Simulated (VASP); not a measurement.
Crystal: CaS.

```
Ca S
1.0
     0.00000    2.82509    2.82509
     2.82509    0.00000    2.82509
     2.82509    2.82509    0.00000
Ca S
1 1
Direct
  0.00000 0.00000 0.00000
  0.50000 0.50000 0.50000
```

The cell was built by a generator and needn't be a form met in nature.

```yaml
Program: VASP 6.6.1
Task: relaxation of cell and atoms
Functional: r2SCAN
Potentials_or_basis: VASP PAW PBE potentials, release 64 (Ca_sv, S)
Cutoff: 600 eV
k_mesh: 8 × 8 × 8
Occupations: fermi-dirac, width 0.05 eV
Spin: no spin polarisation
```

At the start: pressure 1.9 GPa; volume 22.55 Å³/atom.

Task: How do energy, volume and symmetry change on relaxing?

Result: Over 3 steps the energy falls by 3.9 meV/atom and the volume is 23.22 Å³/atom (+3.0 %); space group Fm-3m (No. 225, to 0.05 Å).

The path:
| step | energy change (eV) | largest force (eV/Å) | pressure (GPa) | volume (Å³) |
| --- | --- | --- | --- | --- |
| 1 | 0.0000 | 0.0000 | 1.90 | 45.09 |
| 2 | -0.0070 | 0.0000 | -0.56 | 46.86 |
| 3 | -0.0078 | 0.0000 | 0.00 | 46.43 |

Final structure:
```cif
data_structure
_symmetry_space_group_name_H-M 'P 1'
_symmetry_Int_Tables_number 1
_cell_length_a 4.0344
_cell_length_b 4.0344
_cell_length_c 4.0344
_cell_angle_alpha 60.000
_cell_angle_beta 60.000
_cell_angle_gamma 60.000
_cell_volume 46.43
loop_
_atom_site_label
_atom_site_type_symbol
_atom_site_fract_x
_atom_site_fract_y
_atom_site_fract_z
_atom_site_occupancy
Ca1 Ca 0.00000 0.00000 0.00000 1
S1 S 0.50000 0.50000 0.50000 1
```

Caveat: the PAW data sets were made with another functional, which shifts forces and pressure a little.
